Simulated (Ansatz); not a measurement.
## PbS (model cell, started as NiAs type): following an unstable mode

Wanted: the energy along a soft mode of PbS (model cell, started as NiAs type) and the structure at the end.

Main program and level: Ansatz 0.2.0; DFT PBEsol, scalar-relativistic, plane waves, PAW.

The structure was built from a prototype and need not be the compound's stable phase.

**1. Starting point**

Symmetry: P6_3/mmc, No. 194, hexagonal system. The conventional cell has a = 4.068 Å, b = 4.068 Å, c = 7.269 Å, α = 90.00°, β = 90.00°, γ = 120.00°. Nearest to Pb lie 6 S at 2.97 Å. S has 6 Pb at 2.97 Å nearest. Farther neighbours and most contacts between anions are not listed.

**2. Response at finite wavevector**

The cell comes from relaxations at this level that are not shown. The mesh has a single point along some directions, so zone-edge points there are not solved. Linear response on a 2×2×1 q mesh gives force constants as far as a supercell of that size would.

Input file input.yaml:

```yaml
crystal:
  lattice:
    - [4.0683400408, 0.0, 0.0]
    - [-2.0341700204, 3.5232858266, 0.0]
    - [0.0, 0.0, 7.2689196984]
  atoms:
    - { symbol: Pb, position: [0.0, 0.0, 0.0] }
    - { symbol: Pb, position: [0.0, 0.0, 0.5] }
    - { symbol: S, position: [0.3333333333, 0.6666666667, 0.25] }
    - { symbol: S, position: [0.6666666667, 0.3333333333, 0.75] }
kpoints:
  mp_grid: { grid: [12, 12, 6] }
hamiltonian:
  xc: pbesol
scf:
  occupations: { method: methfessel_paxton, width: 0.15 }
output:
  eigenvalues: true
phonons:
  method: dfpt
  qmesh: [2, 2, 1]
  temperatures: { t_max: 1000, t_step: 50 }
  qpath:
    path:
      - [[0.0, 0.0, 0.0], [0.5, 0.0, 0.0], [0.33333333, 0.33333333, 0.0], [0.0, 0.0, 0.0], [0.0, 0.0, 0.5], [0.5, 0.0, 0.5], [0.33333333, 0.33333333, 0.5], [0.0, 0.0, 0.5]]
      - [[0.5, 0.0, 0.5], [0.5, 0.0, 0.0]]
      - [[0.33333333, 0.33333333, 0.5], [0.33333333, 0.33333333, 0.0]]
    npoints: 10
```

Started as:

```sh
> ansatz run input.yaml --threads 4 --pin off --max-ram 7168MiB --backend cpu --events-out ev --progress --plain --runs-dir out
```

Numbers of over 12 decimals in the logs are rounded to 6 here.

Output:

```text
Engine: ansatz 0.2.0, x86_64-unknown-linux-gnu
Pseudopotentials: kind: paw
Pseudopotential: Pb, paw, valence charge 14, recommended cutoff 420 eV (normal), Pb.paw.azcp
Pseudopotential: S, paw, valence charge 6, recommended cutoff 420 eV (normal), S.paw.azcp
Functional definition: PBEsol
  exchange = pbesol_x
  correlation = pbesol_c
Crystal: 4 atoms, lattice volume = 104.192 Å³
Basis set: ecut = 420 eV, 2005 PW (Γ), exchange–correlation on 60×60×100 points (8 copies of the dense FFT grid, shifted against one another)
Bands: 24, of which v1, the nominal top of the filled ones, is band 20 counted from 1 (19 counted from 0)
Symmetry: 24 space group operations
k-points: 76 of 864
Non-local potential: Pb, projectors of the file, l = 0: 2, l = 1: 2, l = 2: 2, l = 3: 2
Non-local potential: S, projectors of the file, l = 0: 2, l = 1: 2, l = 2: 2
PAW form: soft (Blöchl's): semilocal exchange-correlation on the pseudo side does not see the compensation charge
PAW frozen core: Pb, regenerated for the run's functional, and the local potential with it (the file was generated under x = pbe(κ = 0.804, μ = 0.219515), c = pbe(β = 0.066725))
PAW frozen core: S, regenerated for the run's functional, and the local potential with it (the file was generated under x = pbe(κ = 0.804, μ = 0.219515), c = pbe(β = 0.066725))
PAW one-centre angular grid: Pb, 590 points (default); XC on 64 Gauss nodes
PAW one-centre angular grid: S, 110 points (default); XC on 64 Gauss nodes
Initial density: superposition of atomic densities (neutral atoms: chi_scale 0, normalization atom), corrected by the library's trained network
Initial wavefunctions: pseudopotential atomic-orbital guess
Functional: x = pbesol(κ = 0.804, μ = 0.123457), c = pbesol(β = 0.046)
SCF iter   1: F=—  HF=-25281.605932 eV  |F-HF|=—  |Δ(HF+E_count)|=         —  Δρ=4.26e-3  dr2=3.54e-2  ethr=1.77e-3  ⟨swp⟩=6.2  Hψ=8489  notcnv=0
preconditioner: auto → Kerker (q_TF=auto, 2.326 Å⁻¹)  [metal: Δε(μ)=0.013 eV  Ē_g=13.841 eV  σ=0.150 eV  W_gap=0.08  n_scr=22 (ndim 8)  ℏωp=23.0 eV  f_vac=0.000  D(μ)=0.18/eV (n_scr^D=0)]
SCF iter   2: F=—  HF=-25281.595505 eV  |F-HF|=—  |Δ(HF+E_count)|=   1.04e-2  S|Δr|=    0.00e0  Δρ=1.90e-3  dr2=6.23e-3  ethr=8.84e-5  ⟨swp⟩=1.2  Hψ=2508  notcnv=0
SCF iter   3: F=—  HF=-25281.593929 eV  |F-HF|=—  |Δ(HF+E_count)|=   1.58e-3  S|Δr|=    0.00e0  Δρ=3.73e-4  dr2=1.59e-4  ethr=1.56e-5  ⟨swp⟩=2.0  Hψ=2280  notcnv=0
SCF iter   4: F=—  HF=-25281.593932 eV  |F-HF|=—  |Δ(HF+E_count)|=   3.20e-6  S|Δr|=    0.00e0  Δρ=1.33e-4  dr2=1.96e-5  ethr=3.97e-7  ⟨swp⟩=2.4  Hψ=2559  notcnv=0
SCF iter   5: F=—  HF=-25281.593941 eV  |F-HF|=—  |Δ(HF+E_count)|=   8.84e-6  S|Δr|=    0.00e0  Δρ=2.79e-5  dr2=1.22e-6  ethr=4.89e-8  ⟨swp⟩=2.3  Hψ=2579  notcnv=0
SCF iter   6: F=—  HF=-25281.593941 eV  |F-HF|=—  |Δ(HF+E_count)|=   4.64e-7  S|Δr|=    0.00e0  Δρ=9.38e-6  dr2=1.63e-7  ethr=3.06e-9  ⟨swp⟩=2.2  Hψ=2570  notcnv=0
SCF iter   7: F=—  HF=-25281.593942 eV  |F-HF|=—  |Δ(HF+E_count)|=   9.53e-8  S|Δr|=    0.00e0  Δρ=2.45e-6  dr2=6.34e-9  ethr=4.08e-10  ⟨swp⟩=2.8  Hψ=3183  notcnv=0
SCF iter   8: F=—  HF=-25281.593942 eV  |F-HF|=—  |Δ(HF+E_count)|=   3.28e-9  S|Δr|=    0.00e0  Δρ=6.22e-7  dr2=4.07e-10  ethr=1.58e-11  ⟨swp⟩=2.3  Hψ=2647  notcnv=0
SCF iter   9: F=—  HF=-25281.593942 eV  |F-HF|=—  |Δ(HF+E_count)|=  9.09e-11  S|Δr|=    0.00e0  Δρ=1.33e-7  dr2=1.37e-11  ethr=1.02e-12  ⟨swp⟩=2.1  Hψ=3300  notcnv=0
SCF iter  10: F=-25281.593942 eV  HF=-25281.593942 eV  |F-HF|=1.09e-11  |Δ(HF+E_count)|=  1.09e-11  S|Δr|=    0.00e0  Δρ=1.55e-8  dr2=3.05e-13  ethr=1.00e-12  ⟨swp⟩=5.5  Hψ=7858  notcnv=0
SCF 1 converged in 10 iterations: F = -25281.593942 eV  dr2 = 3.05e-13
  greatest PAW one-centre occupation: 0.982 electrons in one spin orbital (limit 2), on the Pb atom at site 1 (counted from 0), in its partial waves of l = 2
phonons: the bands overlap, so this run is a metal and interpolates without the dipole-dipole term. If the crystal is really an insulator or semiconductor, its LO-TO splitting is missing
NSCF: frozen V_eff on 76 k-points
NSCF: frozen V_eff on 242 k-points
DFPT response loops at q = (0, 0, 0) (fractional): preconditioner auto → Kerker (q_TF=auto, 2.326 Å⁻¹) (partly filled bands, converged f_vac=0.000); β = 1.00, the filter's whole step (`scf.mixing.beta` (0.50) is not read by the response loops under this deck's `scf.mixing.preconditioner`; to damp them name `kerker` or `kerker_dos`, under which they read `scf.mixing.beta`, and type it under 1.00, their step now; both keys bind the ground state too); Broyden in place of MSR1
NSCF: frozen V_eff on 484 k-points
DFPT response loops at q = (0, -0.5, 0) (fractional): mixed as the last ones told, above
SCF converged after 10 iterations
Stability not checked: this state was not tested for a lower state beside it, because cold or Methfessel-Paxton smearing, or corrected tetrahedra, fill the levels in a way that the test cannot read (fill_not_monotonic; see scf.lower_state_search)
Free energy (F): -25281.593942 eV
Harris-Foulkes:  -25281.593942 eV  (|F-HF|=1.09e-11)
Internal energy: -25281.594037 eV  (E = F + TS)
E sigma→0 (E₀):  -25281.593965 eV
Entropy (-TS):   0.000095 eV (0.024 meV/atom)
Fermi energy:    8.570367 eV
--- Per-component energies (eV) ---
  E_band       = -115.577288
  E_kinetic    = 786.796584
  E_local      = -2477.500354  (includes V_loc(G=0)·N_el)
  E_nonlocal   = 761.606890
  E_hartree    = 963.305697
  E_xc         = -631.207332
  E_vxc        = -440.995237  (∫ρ·V_xc dr)
  E_paw        = -21674.653914  (= ΣΔE_a)
  E_vpaw       = -672.096655  (= ΣTr[D̂ρ^β])
  E_aug_tail   = 0.000096  (compensation charges beyond the density's cutoff)
  E_ewald      = -3010.189836
  E_core_change = 0.248132  (= ΣΔE_core)
  E_smearing   = 0.000095  (= −TS)
  E_closure    = 0.000000  (closes the sum)
  Σ components = -25281.593942   (vs F -25281.593942, Δ=0.00e0)
--- Band table (eV; the first three rows and the last of 76) ---
  k-point 0: bands = [... 16 lower, 6.3468, 6.8080, 6.8080, 8.5991, 8.8640, 11.6750, 11.6750, 12.1515]
  k-point 1: bands = [... 16 lower, 6.3785, 6.7784, 6.7784, 8.0838, 9.4321, 11.6738, 11.6738, 12.0681]
  k-point 2: bands = [... 16 lower, 6.4648, 6.6962, 6.6962, 7.4860, 10.1898, 11.6890, 11.6890, 11.8985]
  k-point 75: bands = [... 16 lower, 6.2281, 6.2281, 6.3125, 6.3125, 8.8994, 8.8994, 12.1813, 12.1813]
--- Phonons (Γ-DFPT): 4 representative perturbations + reference (Σ response iterations 12) ---
  ASR residual: 1.275e-5 → 0.000e0 eV/Å²; symmetrization residual: 2.890e-6 eV/Å²
  ASR residual per site (eV/Å²): 1.28e-5 1.28e-5 2.05e-6 2.05e-6
  Γ frequencies (cm⁻¹): -34.23 0.00 0.00 0.00 34.15 34.15 106.54 106.54 118.28 179.54 179.54 238.21
--- Phonons (arbitrary-q DFPT): 2 irreducible q on the 2×2×1 mesh ---
  q = [0.0000, 0.0000, 0.0000] (star 1, of the zone-centre solve; hermiticity 1.07e-6, symmetrization 3.95e-12): -34.23 -0.00 -0.00 0.00 34.15 34.15 106.54 106.54 118.28 179.54 179.54 238.21
  q = [0.0000, -0.5000, 0.0000] (star 3, 6 solved perturbations in 1242 linear systems a pass and spin channel, the states on 242 of 864 k-point pairs; hermiticity 1.22e-6, symmetrization 3.05e-13): -64.79 22.21 35.98 47.69 59.87 70.72 86.53 94.02 111.19 181.48 205.10 216.53
  sum rule: each row above includes the acoustic sum rule's correction from the zone centre's row sums; it moved no ω² by more than (0.13 cm⁻¹)²
  mesh force constants: q→R imaginary residual 2.52e-17; ASR residual 1.275e-5 → 0.000e0 eV/Å²; symmetrization residual 3.997e-15 eV/Å²
  interpolated dispersion: 93 rows × 12 modes
  density of states and harmonic sums: on the 18×18×9 q-mesh, interpolated from the force constants of a 2×2×1 supercell (no non-analytic term)
  largest difference from the sums on the solved wave vectors: F 2.87e-1 eV, S 4.35e-4 and C_V 1.48e-4 eV/K
  zero-point energy: 0.076164 eV/cell   skipped modes (ω ≤ 0): 16, of them read as no rigid motion or as one in doubt: 13 (3.841e-2 modes/cell left out, lowest -64.79 cm⁻¹)   left out of the sums: 3.29e-3 of the cell's modes: C_V's classical limit lies that fraction below 3 k_B per atom; for a crystal, a wire or a layer, F and S can be off by more, and a phonons.interpolated_qmesh denser along its periods is the remedy for the sampling
```

The job ended after 71 s (4 threads of Intel Xeon 6975P-C (Granite Rapids), shared host; peak memory 1.7 GiB; 4.4 min of CPU time).

Numbers from this step:

```yaml
volume_per_atom: 26.05 Å³
gap_on_the_k_mesh: 0 eV
sum_rule_residual_before_enforcement: 1.28e-5 eV/Å²
point_group: 6/mmm
highest_optical_mode_at_the_zone_centre_no_lo_to_term: 238.2 cm⁻¹
lowest_optical_zone_centre_mode: -34.23 cm⁻¹
lowest_mode_on_the_q_mesh_acoustic_modes_at_gamma_apart: -64.79 cm⁻¹
highest_frequency_at_a_solved_wavevector_no_lo_to_term_at_gamma: 238.2 cm⁻¹
```

Frequencies (cm⁻¹) solved at each irreducible wavevector; negative means imaginary. Frequencies by wavevector, by row:

```tsv
q in reciprocal lattice units	star	mode 1	mode 2	mode 3	mode 4	mode 10	mode 11	mode 12
0 0 0	1	-34.2	0	0	0	179.5	179.5	238.2
0 -0.5 0	3	-64.8	22.2	36	47.7	181.5	205.1	216.5
```

Symmetry leaves 2 wavevectors to solve. The lowest mode among them, the acoustic zeros apart, lies at q = (0, -0.5, 0) and is imaginary, 64.8i cm⁻¹, so the energy falls along it.

**3. The mode frozen in, largest atomic shift 0 Å**

The mode followed lies at q = (0, -0.5, 0) with frequency 64.8i cm⁻¹, the softest among the wavevectors solved. At small amplitude the distorted cell has space group no. 62 by a symmetry search on the positions. The undistorted cell that holds it gives the zero of energy on the same k mesh.

System of this step: PbS (model cell, started as NiAs type). It takes space group P6_3/mmc (No. 194, hexagonal). The conventional cell has a = 4.068 Å, b = 4.068 Å, c = 7.269 Å, α = 90.00°, β = 90.00°, γ = 120.00°. Nearest to Pb lie 6 S at 2.97 Å. S has 6 Pb at 2.97 Å nearest. Farther neighbours and most contacts between anions are not listed.

Input file input.yaml:

```yaml
crystal:
  lattice:
    - [4.0683400408, 0.0, 0.0]
    - [0.0, 7.0465716532, 0.0]
    - [0.0, 0.0, 7.2689196984]
  atoms:
    - { symbol: Pb, position: [0.0, 0.0, 0.0] }
    - { symbol: Pb, position: [0.5, 0.5, 0.0] }
    - { symbol: Pb, position: [0.0, 0.0, 0.5] }
    - { symbol: Pb, position: [0.5, 0.5, 0.5] }
    - { symbol: S, position: [0.0, 0.3333333333, 0.25] }
    - { symbol: S, position: [0.5, 0.8333333333, 0.25] }
    - { symbol: S, position: [0.5, 0.1666666667, 0.75] }
    - { symbol: S, position: [1.0, 0.6666666667, 0.75] }
kpoints:
  mp_grid: { grid: [8, 6, 4] }
hamiltonian:
  xc: pbesol
scf:
  occupations: { method: methfessel_paxton, width: 0.15 }
output:
  forces: true
  stress: true
  eigenvalues: true
```

Output:

```text
[...]
Crystal: 8 atoms, lattice volume = 208.384 Å³
Basis set: ecut = 420 eV, 4047 PW (Γ), exchange–correlation on 60×96×100 points (8 copies of the dense FFT grid, shifted against one another)
Bands: 48, of which v1, the nominal top of the filled ones, is band 40 counted from 1 (39 counted from 0)
Symmetry: 16 space group operations
[...]
k-points: 60 of 192
[...]
k-point 0: bands = [... 36 lower, 6.8072, 6.8072, 7.5327, 8.5879, 8.5988, 8.8633, 10.2894, 10.9574, ... 4 higher]
  k-point 1: bands = [... 36 lower, 6.7422, 6.7422, 6.9529, 7.7828, 9.5234, 9.7984, 10.8218, 10.8456, ... 4 higher]
  k-point 2: bands = [... 36 lower, 6.5808, 6.5808, 6.9012, 6.9012, 11.0101, 11.0101, 11.0477, 11.0477, ... 4 higher]
  k-point 59: bands = [... 36 lower, 5.7560, 5.7560, 5.7560, 5.7560, 11.0101, 11.0101, 11.0101, 11.0101, ... 4 higher]
[key lines of the parts left out:]
SCF converged after 7 iterations
Free energy (F): -50563.187732 eV
Fermi energy:    8.563112 eV
P = ⅓ Tr σ = -0.0142 GPa (-0.142 kbar)
```

It took 5 s on 4 threads; peak memory 0.85 GiB; 19 s of CPU time.

This step gave:

```
pressure                         : -0.01421 GPa
energy from the undistorted cell : 0 meV/atom
```

The run ends at a pressure of -0.01 GPa, with forces up to 3.0e-4 eV/Å.

**4. The mode frozen in, largest atomic shift 0.14 Å**

The atoms are moved along the unstable eigenvector, the largest shift by 0.14 Å, with the cell fixed.

input.yaml, the sections that differ from step 3:

```yaml
crystal:
  lattice:
    - [4.0683400408, 0.0, 0.0]
    - [0.0, 7.0465716532, 0.0]
    - [0.0, 0.0, 7.2689196984]
  atoms:
    - { symbol: Pb, position: [0.0, 0.0008552681, -0.00031784] }
    - { symbol: Pb, position: [0.5, 0.4991447319, 0.00031784] }
    - { symbol: Pb, position: [0.0, -0.0008552681, 0.49968216] }
    - { symbol: Pb, position: [0.5, 0.5008552681, 0.50031784] }
    - { symbol: S, position: [0.0, 0.3333333333, 0.2307399165] }
    - { symbol: S, position: [0.5, 0.8333333333, 0.2692600835] }
    - { symbol: S, position: [0.5, 0.1666666667, 0.7692600835] }
    - { symbol: S, position: [1.0, 0.6666666667, 0.7307399165] }
# kpoints, hamiltonian, scf, output: as in step 3
```

Output:

```text
[...]
Crystal: 8 atoms, lattice volume = 208.384 Å³
Basis set: ecut = 420 eV, 4047 PW (Γ), exchange–correlation on 60×96×100 points (8 copies of the dense FFT grid, shifted against one another)
Bands: 48, of which v1, the nominal top of the filled ones, is band 40 counted from 1 (39 counted from 0)
Symmetry: 8 space group operations
[...]
k-points: 60 of 192
[...]
k-point 0: bands = [... 36 lower, 6.7449, 6.7575, 7.5474, 8.3934, 8.6482, 9.0221, 10.3979, 11.0510, ... 3 higher]
  k-point 1: bands = [... 36 lower, 6.5959, 6.6943, 7.0748, 7.8135, 9.3324, 9.9395, 10.8661, 10.9095, ... 3 higher]
  k-point 2: bands = [... 36 lower, 6.6366, 6.6366, 6.9367, 6.9367, 10.7034, 10.7034, 11.0197, 11.0197, ... 3 higher]
  k-point 59: bands = [... 36 lower, 5.8267, 5.8267, 5.8267, 5.8267, 10.9557, 10.9557, 10.9557, 10.9557, ... 3 higher]
[key lines of the parts left out:]
SCF converged after 6 iterations
Free energy (F): -50563.198618 eV
Fermi energy:    8.504424 eV
P = ⅓ Tr σ = 0.2626 GPa (2.626 kbar)
```

The job ended after 5.2 s (4 threads; peak memory 0.85 GiB).

This step gave:

```
pressure                         : 0.2626 GPa
gap on the k-mesh                : 0.1880 eV
energy from the undistorted cell : -1.393 meV/atom
```

The energy, extrapolated to zero smearing, is -1.39 meV/atom against the undistorted cell.

The run ends at a pressure of 0.26 GPa, with forces up to 0.016 eV/Å.

**5. Energy along the mode, all amplitudes (two of the runs are shown above)**

An imaginary frequency means negative curvature, so the energy should fall and then rise again as anharmonic terms take over.

Numbers from this step:

```
depth at the lowest point sampled  : 1.393 meV/atom
largest atomic shift at that point : 0.14 Å
```

The energy from the parent by largest atomic shift:

```tsv
largest atomic shift (Å)	energy from the parent (meV/atom)
0.000	0
0.040	-0.206
0.080	-0.712
0.140	-1.39
0.220	0.034
0.320	10.6
```

Displacement at unit largest shift by atom:

```tsv
atom	x (Å)	y (Å)	z (Å)	size
Pb1	0.00	0.04	-0.02	0.05
Pb2	0.00	-0.04	0.02	0.05
Pb3	0.00	-0.04	-0.02	0.05
Pb4	0.00	0.04	0.02	0.05
S5	0.00	0.00	-1.00	1.00
S6	0.00	0.00	1.00	1.00
S7	0.00	0.00	1.00	1.00
S8	0.00	0.00	-1.00	1.00
```

The lowest of the steps tried is at 0.14 Å, 1.39 meV/atom below the parent; the bottom of the well need not coincide with a step.

(Part 1 of 3 ends here.)

[Logs are printed without paths, hosts, clocks, repeated set-up lines and the standing remarks that a program may print on its own settings, such as how far it seeks lower states.]

[Hosts, paths, dates, database ids (printed as entryN), source tags and the programs' standing remarks are cut or masked in the printed files.]
